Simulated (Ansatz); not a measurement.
## Formation energy of KBr

The computed numbers are results of PBE, scalar-relativistic (no spin polarisation) in the plane-wave PAW code Ansatz at 420 eV, 10×10×10 k-mesh, Gaussian smearing of 0.05 eV. The datasets are Ansatz's generated set soft_2.

The chain of runs began from a cell as deposited in COD, expanded in volume. Of that entry: the entry's cell lengths or inner coordinates differ somewhat from later room-temperature determinations.

Symmetry: Fm-3m, No. 225, cubic system. The conventional cell has a = 6.705 Å, b = 6.705 Å, c = 6.705 Å, α = 90.00°, β = 90.00°, γ = 90.00°. K (site symmetry m-3m) is surrounded by 6 Br at 3.35 Å. Br (site symmetry m-3m) is surrounded by 6 K at 3.35 Å. (Neighbours are counted to 15 % beyond the shortest distance.)

The elements were computed in their standard states with the same datasets, cutoff and functional. Total energies depend on the potentials used, so only differences within one code and one set of settings carry meaning.

Energy of the relaxed cell (2 atoms, smearing extrapolated to zero): -4324.504 eV. Elements, in eV/atom: K -1537.782, Br -2783.181.

**Question.** What is the formation energy?

**Answer.** [-4324.504 − (1 × -1537.782 + 1 × -2783.181)] / 2 = -1.77 eV/atom, or -171 kJ per mole of atoms.

The value is for 0 K, without zero-point energy. Uncorrected semilocal values for oxides, chalcogenides and halides often miss by tenths of an eV an atom. A negative value shows stability against the elements alone, not against other compounds or structures.

Bader charges against formal ones: K +0.83 (+1), Br −0.83 (−1). The cations give up 83 % of the formal charge; Bader charges stay under formal ones because the anions' density reaches into the cations' basins, though a share this high marks a strongly ionic bond.

Formal charges K⁺, Br⁻ balance and leave closed shells on every ion, so a band insulator is expected, and the gap is 4.31 eV.

Semilocal functionals underestimate band gaps, commonly by a third or more. The relaxed cell is 6 % larger in volume than the cell of this structure in the Crystallography Open Database (35.69 Å³/atom, 1969).
